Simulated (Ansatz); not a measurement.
Si2Mo, 3 atoms in the cell. Symmetry: I4/mmm, No. 139, tetragonal system. The conventional cell has a = 3.200 Å, b = 3.200 Å, c = 7.861 Å, α = 90.00°, β = 90.00°, γ = 90.00°. Around Mo (site symmetry 4/mmm) lie 10 Si at 2.62 Å. Si (site symmetry 4mm) has 5 Si at 2.61 to 2.63 Å and 5 Mo at 2.62 Å as nearest neighbours. 

```yaml
Program: Ansatz 0.2.0
Task: relaxation of cell and atoms
Functional: PBEsol
Potentials_or_basis: Ansatz PAW
Cutoff: "420 eV (not typed: the program's choice for these potentials)"
k_mesh: 12 × 12 × 12
Occupations: fermi-dirac, width 0.05 eV
Spin: no spin polarisation
Target_pressure: 5 GPa
Target_pressure_GPa: 5
```

Potentials or basis: Ansatz PAW.

Command:

```bash
$ ansatz run input.yaml --threads 2 --pin off --max-ram 5632MiB --backend cpu --events-out ev --progress --plain --runs-dir out
```

Hardware: 2 threads of AMD EPYC 7R13 Processor (Zen 3), on a shared host.

Task: How long does it take, and how much memory?

Result: It took 11 s on 2 threads of AMD EPYC 7R13 Processor (Zen 3), with other jobs on the host, peak memory 0.45 GiB. Counts: scf iterations 24, plane waves 769, k points 163, bands 15, ion steps 5.
